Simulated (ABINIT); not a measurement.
# Hf (P6_3/mmc) in ABINIT: notebook

One crystal, Hf, is run at these levels: BLYP, AM05; tasks: band structure.

All numbers are computed with ABINIT 10.8.3 (patched build); they aren't measurements. Logs are shortened: lines on timing, memory, paths and dates and some standing lists are left out, and cuts for length are marked. The log counts tension as positive stress, the text compression.

**1. Starting point**

Symmetry: P6_3/mmc, No. 194, hexagonal system. The conventional cell has a = 3.197 Å, b = 3.197 Å, c = 5.058 Å, α = 90.00°, β = 90.00°, γ = 120.00°. Around Hf (site symmetry -6m2) lie 12 Hf at 3.13 to 3.20 Å.

**2. Band structure, BLYP**

Contents of run.abi:

```
# Datasets: ground state, then fixed potential
ndtset 2

# Pseudopotentials
pp_dirpath "./"
pseudos "Hf.GGA_PBE-JTH.xml"

# Structure
acell 3*1.0
rprim
     6.0408875026     0.0000000000     0.0000000000
    -3.0204437513     5.2315620387     0.0000000000
     0.0000000000     0.0000000000     9.5578567931
ntypat 1
znucl 72
natom 2
typat 1 1
xred
     0.6666666667     0.3333333333     0.7500000000
     0.3333333333     0.6666666667     0.2500000000

# Plane-wave basis
ecut 625.861884 eV
pawecutdg 45.0
pawxcdev 0

# Exchange and correlation
ixc -106131

# Bands and occupations
occopt 3
tsmear 0.05 eV

# SCF cycle
nstep 100

# Output
iomode 3
prtwf 0
prteig 0
prtebands 0
enunit 1
prtden1 1

# Dataset 1
kptopt1 1
ngkpt1 10 10 5
nshiftk1 1
shiftk1 0.0 0.0 0.0
nband1 16
tolvrs1 1.0e-9

# Dataset 2: bands along G-M-K-G-A-L-H-A
iscf2 -2
getden2 1
nband2 22
nbdbuf2 4
tolwfr2 1.0e-11
kptopt2 -7
ndivsm2 8
prteig2 1
prtvol2 -3
kptbounds2
     0.0000000000     0.0000000000     0.0000000000
     0.5000000000     0.0000000000     0.0000000000
     0.3333333333     0.3333333333     0.0000000000
     0.0000000000     0.0000000000     0.0000000000
     0.0000000000     0.0000000000     0.5000000000
     0.5000000000     0.0000000000     0.5000000000
     0.3333333333     0.3333333333     0.5000000000
     0.0000000000     0.0000000000     0.5000000000
```

Potentials or basis: JTH PAW PBE v2.0.

The run is started by

```
> abinit run.abi > log 2>&1
```

run.abo:

```text
.Version 10.8.3 of ABINIT
 DATASET    1 : space group P6_3/m m c (#194); Bravais hP (primitive hexag.)
================================================================================
 Values of the parameters that define the memory need for DATASET  1.
     intxc =       0    ionmov =       0      iscf =      17    lmnmax =      18
     lnmax =       6     mgfft =      45  mpssoang =       3    mqgrid =    3001
     natom =       2  nloc_mem =       2    nspden =       1   nspinor =       1
    nsppol =       1      nsym =      24    n1xccc =       1    ntypat =       1
    occopt =       3   xclevel =       2
       mpw =        1628          nfft =       40500          nkpt =          42
 PAW method is used; the additional fine FFT grid is defined by:
   mgfftf=        60    nfftf =     96000
================================================================================
================================================================================

 DATASET    2 : space group P6_3/m m c (#194); Bravais hP (primitive hexag.)
================================================================================
 Values of the parameters that define the memory need for DATASET  2.
     intxc =       0    ionmov =       0      iscf =      -2    lmnmax =      18
     lnmax =       6     mgfft =      45  mpssoang =       3    mqgrid =    3001
     natom =       2  nloc_mem =       2    nspden =       1   nspinor =       1
    nsppol =       1      nsym =      24    n1xccc =       1    ntypat =       1
    occopt =       3   xclevel =       2
       mpw =        1628          nfft =       40500          nkpt =          89
 PAW method is used; the additional fine FFT grid is defined by:
   mgfftf=        60    nfftf =     96000
================================================================================
================================================================================

--------------------------------------------------------------------------------
------------- Echo of variables that govern the present computation ------------
--------------------------------------------------------------------------------
 -outvars: echo values of preprocessed input variables --------
            acell      1.0000000000E+00  1.0000000000E+00  1.0000000000E+00 Bohr
              amu      1.78490000E+02
             ecut      2.30000000E+01 Hartree
           enunit           1
           getden1          0
           getden2          1
             iscf1         17
             iscf2         -2
              ixc     -106131
           jdtset        1    2
           kptopt1          1
           kptopt2         -7
         kptrlatt       10    0    0      0   10    0      0    0    5
          kptrlen1     4.77892840E+01
          kptrlen2     3.00000000E+01
            natom           2
            nband1         16
            nband2         22
           nbdbuf1          0
           nbdbuf2          4
           ndtset           2
           ndivsm1          0
           ndivsm2          8
            ngfft          30      30      45
          ngfftdg          40      40      60
             nkpt1         42
             nkpt2         89
            nstep         100
             nsym          24
           ntypat           1
           occopt           3
        pawecutdg      4.50000000E+01 Hartree
         pawxcdev           0
        prtebands           0
           prteig1          0
           prteig2          1
           prtvol1          0
           prtvol2         -3
            prtwf           0
            rprim      6.0408875026E+00  0.0000000000E+00  0.0000000000E+00
                      -3.0204437513E+00  5.2315620387E+00  0.0000000000E+00
                       0.0000000000E+00  0.0000000000E+00  9.5578567931E+00
           shiftk1     0.00000000E+00  0.00000000E+00  0.00000000E+00
           shiftk2     5.00000000E-01  5.00000000E-01  5.00000000E-01
          spgroup         194
           tolvrs1     1.00000000E-09
           tolvrs2     0.00000000E+00
           tolwfr1     0.00000000E+00
           tolwfr2     1.00000000E-11
           tsmear      1.83746611E-03 Hartree
            typat      1  1
           useylm           1
           xangst      1.5983499989E+00  9.2280780214E-01  3.7933499974E+00
                      -2.7817247100E-16  1.8456156043E+00  1.2644499991E+00
            xcart      3.0204437513E+00  1.7438540129E+00  7.1683925948E+00
                      -5.2566978596E-16  3.4877080258E+00  2.3894641983E+00
             xred      6.6666666667E-01  3.3333333333E-01  7.5000000000E-01
                       3.3333333333E-01  6.6666666667E-01  2.5000000000E-01
            znucl       72.00000

[... 203 lines left out ...]
 Real(R)+Recip(G) space primitive vectors, cartesian coordinates (Bohr,Bohr^-1):
 R(1)=  6.0408875  0.0000000  0.0000000  G(1)=  0.1655386  0.0955737  0.0000000
 R(2)= -3.0204438  5.2315620  0.0000000  G(2)=  0.0000000  0.1911475  0.0000000
 R(3)=  0.0000000  0.0000000  9.5578568  G(3)=  0.0000000  0.0000000  0.1046260
 Unit cell volume ucvol=  3.0205960E+02 bohr^3
 Angles (23,13,12)=  9.00000000E+01  9.00000000E+01  1.20000000E+02 degrees

 Coarse grid specifications (used for wave-functions):

 getcut: wavevector=  0.0000  0.0000  0.0000  ngfft=  30  30  45
         ecut(hartree)=     23.000   => boxcut(ratio)=   2.13237

 Fine grid specifications (used for densities):

 getcut: wavevector=  0.0000  0.0000  0.0000  ngfft=  40  40  60
         ecut(hartree)=     45.000   => boxcut(ratio)=   2.07883
--------------------------------------------------------------------------------

================================================================================
 Non-SCF case, kpt    1 (  0.00000  0.00000  0.00000), residuals and eigenvalues=
  2.74E-12  9.08E-12  6.69E-12  4.44E-12  3.01E-12  1.77E-12  6.61E-12  4.20E-12
  4.92E-12  3.44E-13  4.84E-12  3.23E-12  4.44E-12  4.79E-12  1.68E-12  4.47E-12
  3.63E-12  6.80E-12  9.59E-12  1.51E-11  6.47E-10  2.22E-07
 -2.3206E+00 -2.3179E+00 -1.1864E+00 -1.1592E+00 -1.1592E+00 -1.1547E+00
 -1.1545E+00 -1.1545E+00 -3.0895E-01 -1.7752E-01 -1.1470E-02 -1.4516E-03
 -1.4516E-03  8.5660E-03  2.8061E-02  2.8061E-02  5.1115E-02  5.1115E-02
  1.4897E-01  1.4897E-01  2.8115E-01  3.7395E-01
 Non-SCF case, kpt    2 (  0.03333  0.00000  0.00000), residuals and eigenvalues=
  4.59E-12  5.02E-12  6.03E-12  9.60E-12  5.93E-12  7.04E-12  5.84E-12  4.54E-12
  2.20E-12  3.48E-12  7.93E-12  2.32E-12  7.03E-12  7.37E-12  6.40E-12  6.12E-12
[... 687 lines left out ...]
  2.46E-12  9.68E-12  2.66E-12  6.15E-12  4.07E-12  5.80E-12  5.18E-12  5.33E-12
  7.02E-12  7.55E-12  3.99E-12  1.79E-12  5.24E-08  4.67E-07
 -2.3192E+00 -2.3192E+00 -1.1712E+00 -1.1712E+00 -1.1570E+00 -1.1570E+00
 -1.1569E+00 -1.1569E+00 -2.3541E-01 -2.3541E-01 -3.8387E-02 -3.8387E-02
 -5.8979E-03 -5.8979E-03 -4.5959E-03 -4.5959E-03  1.2861E-01  1.2861E-01
  1.2900E-01  1.2900E-01  3.7271E-01  3.7271E-01
 Non-SCF case, kpt   89 (  0.00000  0.00000  0.50000), residuals and eigenvalues=
  3.47E-12  6.48E-12  4.46E-12  7.70E-12  1.14E-12  2.63E-12  3.00E-12  3.07E-12
  1.26E-12  5.41E-12  7.01E-12  8.57E-12  3.01E-12  5.22E-12  1.61E-12  3.56E-12
  5.43E-12  8.60E-12  4.58E-12  6.27E-12  6.01E-08  1.27E-06
 -2.3193E+00 -2.3193E+00 -1.1711E+00 -1.1711E+00 -1.1569E+00 -1.1569E+00
 -1.1569E+00 -1.1569E+00 -2.3657E-01 -2.3657E-01 -3.7250E-02 -3.7250E-02
 -5.5366E-03 -5.5366E-03 -5.5366E-03 -5.5366E-03  1.2892E-01  1.2892E-01
  1.2892E-01  1.2892E-01  3.7005E-01  3.7005E-01

--- !ResultsGS
iteration_state: {dtset: 2, }
comment   : Summary of ground state results
lattice_vectors:
- [  6.0408875,   0.0000000,   0.0000000, ]
- [ -3.0204438,   5.2315620,   0.0000000, ]
- [  0.0000000,   0.0000000,   9.5578568, ]
lattice_lengths: [   6.04089,    6.04089,    9.55786, ]
lattice_angles: [ 90.000,  90.000, 120.000, ] # degrees, (23, 13, 12)
lattice_volume:   3.0205960E+02
convergence: {deltae:  0.000E+00, res2:  0.000E+00, residm:  9.994E-12, diffor:  0.000E+00, }
etotal    :  -9.99309645E+01
entropy   :   0.00000000E+00
fermie    :  -4.25973229E-02
cartesian_stress_tensor: null
pressure_GPa: null
xred      :
- [  6.6667E-01,   3.3333E-01,   7.5000E-01, Hf]
- [  3.3333E-01,   6.6667E-01,   2.5000E-01, Hf]
cartesian_forces: null
force_length_stats: {min: null, max: null, mean: null, }
...

 Integrated electronic density in atomic spheres:
 ------------------------------------------------
 Atom  Sphere_radius  Integrated_density
    1        2.41119          9.52190407
    2        2.41119          9.52190407

================================================================================

 ----iterations are completed or convergence reached----

 Mean square residual over all n,k,spin=   47.022E-13; max=  99.936E-13
 reduced coordinates (array xred) for    2 atoms
       0.666666666667      0.333333333333      0.750000000000
       0.333333333333      0.666666666667      0.250000000000

 cartesian coordinates (angstrom) at end:
    1      1.59834999891799     0.92280780214238     3.79334999741376
    2     -0.00000000000000     1.84561560428476     1.26444999913792
 length scales=  1.000000000000  1.000000000000  1.000000000000 bohr
              =  0.529177210544  0.529177210544  0.529177210544 angstroms
 Eigenvalues (   eV  ) for nkpt=  89  k points:
 kpt#   1, nband= 22, wtk=  1.00000, kpt=  0.0000  0.0000  0.0000 (reduced coord)
 -63.14547  -63.07452  -32.28415  -31.54296  -31.54296  -31.42136  -31.41579  -31.41579
  -8.40704   -4.83045   -0.31210   -0.03950   -0.03950    0.23309    0.76357    0.76357
   1.39091    1.39091    4.05360    4.05360    7.65055   10.17581
 kpt#   2, nband= 22, wtk=  1.00000, kpt=  0.0333  0.0000  0.0000 (reduced coord)
 -63.14489  -63.07431  -32.28127  -31.54922  -31.54506  -31.42262  -31.42225  -31.41657
  -8.37314   -4.79680   -0.36366   -0.16534   -0.00784    0.33881    0.72691    0.79368
   1.34247    1.35788    4.08034    4.15277    7.66076   10.26311
 kpt#   3, nband= 22, wtk=  1.00000, kpt=  0.0667  0.0000  0.0000 (reduced coord)
 -63.14322  -63.07370  -32.27276  -31.56759  -31.55129  -31.44156  -31.42659  -31.41900
  -8.27227   -4.69739   -0.51215   -0.39197    0.08680    0.50222    0.63087    0.88334
   1.21811    1.26434    4.15484    4.42389    7.68383   10.51823
 kpt#   4, nband= 22, wtk=  1.00000, kpt=  0.1000  0.0000  0.0000 (reduced coord)
 -63.14051  -63.07270  -32.25867  -31.59727  -31.56121  -31.47256  -31.43321  -31.42308
  -8.10680   -4.53707   -0.74006   -0.65039    0.24366    0.44203    0.71746    1.03156
   1.05696    1.12423    4.26333    4.81490    7.70064   10.92117
 kpt#   5, nband= 22, wtk=  1.00000, kpt=  0.1333  0.0000  0.0000 (reduced coord)
[... 325 lines left out ...]
  -6.16270   -6.16270   -1.25662   -1.25662   -0.25387   -0.25387    0.07489    0.07489
   3.42855    3.42855    3.54990    3.54990   10.63347   10.63347
 kpt#  87, nband= 22, wtk=  1.00000, kpt=  0.0392  0.0392  0.5000 (reduced coord)
 -63.10850  -63.10850  -31.87199  -31.87199  -31.49712  -31.49712  -31.48576  -31.48576
  -6.31287   -6.31287   -1.13087   -1.13087   -0.19323   -0.19323   -0.04904   -0.04904
   3.47308    3.47308    3.52058    3.52058   10.34515   10.34516
 kpt#  88, nband= 22, wtk=  1.00000, kpt=  0.0196  0.0196  0.5000 (reduced coord)
 -63.10971  -63.10971  -31.86871  -31.86871  -31.48417  -31.48417  -31.48127  -31.48127
  -6.40586   -6.40586   -1.04456   -1.04456   -0.16049   -0.16049   -0.12506   -0.12506
   3.49954    3.49954    3.51017    3.51017   10.14203   10.14203
 kpt#  89, nband= 22, wtk=  1.00000, kpt=  0.0000  0.0000  0.5000 (reduced coord)
 -63.11014  -63.11014  -31.86772  -31.86772  -31.47977  -31.47977  -31.47977  -31.47977
  -6.43734   -6.43734   -1.01363   -1.01363   -0.15066   -0.15066   -0.15066   -0.15066
   3.50816    3.50816    3.50816    3.50816   10.06963   10.06964

== END DATASET(S) ==============================================================
================================================================================

 -outvars: echo values of variables after computation  --------
            acell      1.0000000000E+00  1.0000000000E+00  1.0000000000E+00 Bohr
           etotal1    -9.9930964540E+01
            fcart1     8.9147338764E-29 -7.7203860049E-28 -0.0000000000E+00
                      -8.9147338764E-29  7.7203860049E-28 -0.0000000000E+00
            rprim      6.0408875026E+00  0.0000000000E+00  0.0000000000E+00
                      -3.0204437513E+00  5.2315620387E+00  0.0000000000E+00
                       0.0000000000E+00  0.0000000000E+00  9.5578567931E+00
           strten1    -1.0704908258E-04 -1.0704908341E-04 -9.8318675496E-05
                       0.0000000000E+00  0.0000000000E+00  0.0000000000E+00
           xangst      1.5983499989E+00  9.2280780214E-01  3.7933499974E+00
                      -2.7817247100E-16  1.8456156043E+00  1.2644499991E+00
             xred      6.6666666667E-01  3.3333333333E-01  7.5000000000E-01
                       3.3333333333E-01  6.6666666667E-01  2.5000000000E-01
 Calculation completed.
```

Wall time 74 s (1 thread of Arm Neoverse V2, shared host); peak memory 0.15 GiB.

Results:

- Free energy: -2719.2601 eV
- Pressure: 3.1 GPa
- Band gap on the k mesh: none (metal or under the smearing width)
- Valence electrons inside the program's atomic spheres: Hf 9.52 (radii [1.2759] Å)

Levels at the corners of the path, in eV from the Fermi level:
```csv
point,band 10,band 11,band 12,band 13,band 14,band 15
Γ,-3.67,0.85,1.12,1.12,1.39,1.92
M,-2.71,-2.19,-0.68,0.74,0.89,1.68
K,-1.75,-1.75,-1.31,0.37,0.37,2.06
Γ,-3.67,0.85,1.12,1.12,1.39,1.92
A,-5.28,0.15,0.15,1.01,1.01,1.01
L,-3.35,-1.00,-1.00,1.33,1.33,2.59
H,-1.75,-1.37,-1.37,-0.15,-0.15,2.47
A,-5.28,0.15,0.15,1.01,1.01,1.01
```

Caveat: the PAW data sets were made with another functional, which shifts forces and pressure a little; spin-orbit coupling is left out, which moves the levels of the heavy elements.

**3. Band structure, AM05**

run.abi, as its differences from that of step 2:

```diff
@@ -27,3 +27,3 @@
 # Exchange and correlation
-ixc -106131
+ixc -120135
```

Potentials or basis: JTH PAW PBE v2.0.

The run is started by

```
> abinit run.abi > log 2>&1
```

It took 79 s on 1 thread of Arm Neoverse V2, shared host; peak memory 0.15 GiB.

It converged, with:

```
Free energy                                           : -2726.2055 eV
Pressure                                              : -4.1 GPa
Band gap on the k mesh                                : none (metal or under the smearing width)
Valence electrons inside the program's atomic spheres : Hf 9.48 (radii [1.2759] Å)
```

Stress tensor (GPa, compression positive):
```
-3.92  0.00  0.00
 0.00 -3.92  0.00
 0.00  0.00 -4.43
```

Levels at the corners of the path, in eV from the Fermi level:
```
point  band 10  band 11  band 12  band 13  band 14  band 15
    Γ    -3.70     0.62     1.20     1.20     1.47     2.02
    M    -2.74    -2.22    -0.81     0.80     0.87     1.68
    K    -1.79    -1.79    -1.45     0.37     0.37     2.04
    Γ    -3.70     0.62     1.20     1.20     1.47     2.02
    A    -5.41     0.16     0.16     1.09     1.09     1.09
    L    -3.40    -0.97    -0.97     1.16     1.16     2.66
    H    -1.76    -1.47    -1.47    -0.18    -0.18     2.53
    A    -5.41     0.16     0.16     1.09     1.09     1.09
```

Caveat: the PAW data sets were made with another functional, which shifts forces and pressure a little; spin-orbit coupling is left out, which moves the levels of the heavy elements.
